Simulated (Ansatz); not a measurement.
## Habitual settings against a tight run: NaBr (Fm-3m, 2 atoms in the cell)

Self-consistent single point.

```xyz
2
Lattice="0.0000 3.0157 3.0157 3.0157 0.0000 3.0157 3.0157 3.0157 0.0000" Properties=species:S:1:pos:R:3 pbc="T T T"
Na     0.0000     0.0000     0.0000
Br     3.0157     3.0157     3.0157
```

Method of the run: revPBE, default PAW files made with PBE (plane waves; Ansatz, a quantum-chemistry and plane-wave program).

Base settings: basis.ecutwfc = 420 eV; kpoints.mp_grid.grid = 5 5 5; hamiltonian.xc = revpbe; hamiltonian.pseudopotentials = {kind: paw} (the program's default PAW files); scf.occupations.method = fermi_dirac; scf.occupations.width = 0.05 eV.

Tight run (finer mesh or higher cutoff; not a proven limit): basis.ecutwfc: 420 eV → 590 eV; kpoints.mp_grid.grid: 5 5 5 → 7 7 7; scf.convergence.dr2_threshold: default (1e-07 eV) → 1e-09 eV. It gave top of the valence band (on the code's own zero) 1.31 eV; gap on the k-point mesh 4.33 eV; pressure 1.33 GPa.

Quick runs, as changes from the base:
- A: the base itself
- B: kpoints.mp_grid.grid: 5 5 5 → 4 4 4; scf.occupations.width: 0.05 eV → 0.2 eV
- C: basis.ecutwfc: 420 eV → 250 eV; kpoints.mp_grid.grid: 5 5 5 → 1 1 1
- D: basis.ecutwfc: 420 eV → 335 eV; kpoints.mp_grid.grid: 5 5 5 → 2 2 2
- E: kpoints.mp_grid.grid: 5 5 5 → 2 2 2; hamiltonian.xc: revpbe → b3lyp [B3LYP]
- F: kpoints.mp_grid.grid: 5 5 5 → 3 3 3; hamiltonian.xc: revpbe → hse06 [HSE06]

Dashes: energy of E, F, another energy zero; count of E, F, another kind of functional, whose work the count does not hold.

Gaps are read on each run's own mesh, which may miss the band edges.

† marks runs with another functional, U, potentials or spin treatment: their distance from the tight run is not a convergence error alone.

The count of work is k-points × plane waves × bands × iterations; it is no time. 

Pressures in the table are Ansatz's without its Pulay estimate, at a fixed set of plane waves; the tight run's value above holds the estimate.

The starting cell comes from a database of computed structures (which also holds hypothetical and non-ambient phases and stackings), without a prior relaxation at this level. Its lattice was rescaled by a random factor within 2.5 % of one.

```tsv
run	energy less tight (meV/atom)	pressure less tight (GPa)	gap on the mesh less tight (eV)	count of work / tight
A	0.9	-0.01	-0.001	0.25
B	2.0	0.02	-0.002	0.22
C	2496.3	14.74	-0.759	0.015
D	151.0	1.67	-0.043	0.053
E†	–	0.81	1.267	–
F†	–	-1.54	0.958	–
```

Among the runs at the tight run's level, the energy misses run from 0.9 to 2496.3 meV/atom.

Left out of this page: 1 run of the series outside the window shown, repeating another row's setting, or not comparable; 1 run of the series with a known weakness of the program.

Keys are those of Ansatz 0.2.
